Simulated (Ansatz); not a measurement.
Computed with DFT PBE, scalar-relativistic, plane waves, PAW in Ansatz. Settings: cutoff 420 eV, Γ-centred meshes spaced at most about 0.3 Å⁻¹, and about 0.25 Å⁻¹ or finer for metals (2π included), Gaussian smearing. No spin polarisation in the final relaxations.

Temperature and zero-point effects are left out. Lower structures may exist.

Task: Order these relaxed structures of Ta₂N by energy, lowest first, with the energy over the lowest of them.
A.

```cif
data_structure
_symmetry_space_group_name_H-M 'P-31m'
_symmetry_Int_Tables_number 162
_cell_length_a 5.3141
_cell_length_b 5.3141
_cell_length_c 4.9555
_cell_angle_alpha 90.000
_cell_angle_beta 90.000
_cell_angle_gamma 120.000
_cell_volume 121.19
loop_
_atom_site_label
_atom_site_type_symbol
_atom_site_symmetry_multiplicity
_atom_site_Wyckoff_symbol
_atom_site_fract_x
_atom_site_fract_y
_atom_site_fract_z
_atom_site_occupancy
Ta1 Ta 6 k 0.66689 0.66689 0.75302 1
N1 N 2 d 0.66667 0.33333 0.50000 1
N2 N 1 a 0.00000 0.00000 0.00000 1
```

B.

```cif
data_structure
_symmetry_space_group_name_H-M 'P-3m1'
_symmetry_Int_Tables_number 164
_cell_length_a 3.1011
_cell_length_b 3.1011
_cell_length_c 4.8819
_cell_angle_alpha 90.000
_cell_angle_beta 90.000
_cell_angle_gamma 120.000
_cell_volume 40.66
loop_
_atom_site_label
_atom_site_type_symbol
_atom_site_symmetry_multiplicity
_atom_site_Wyckoff_symbol
_atom_site_fract_x
_atom_site_fract_y
_atom_site_fract_z
_atom_site_occupancy
Ta1 Ta 2 d 0.66667 0.33333 0.74490 1
N1 N 1 a 0.00000 0.00000 0.00000 1
```

Result: A (0 meV/atom), B (113 meV/atom). Forms: A P-31m; B anti-cadmium iodide type, P-3m1. Counting N atoms around Ta (those within 1.25 times the shortest such distance or 1.15 times the sum of covalent radii): A has Ta 3; B has Ta 3.

Spin–orbit coupling, which can matter for Ta, is left out. The P-31m cell at 13.5 Å³/atom was relaxed from a Materials Project cell. The P-3m1 cell at 13.6 Å³/atom was relaxed from a Materials Project cell. Some candidate types were left out of the draw beforehand, so a known form may be missing.
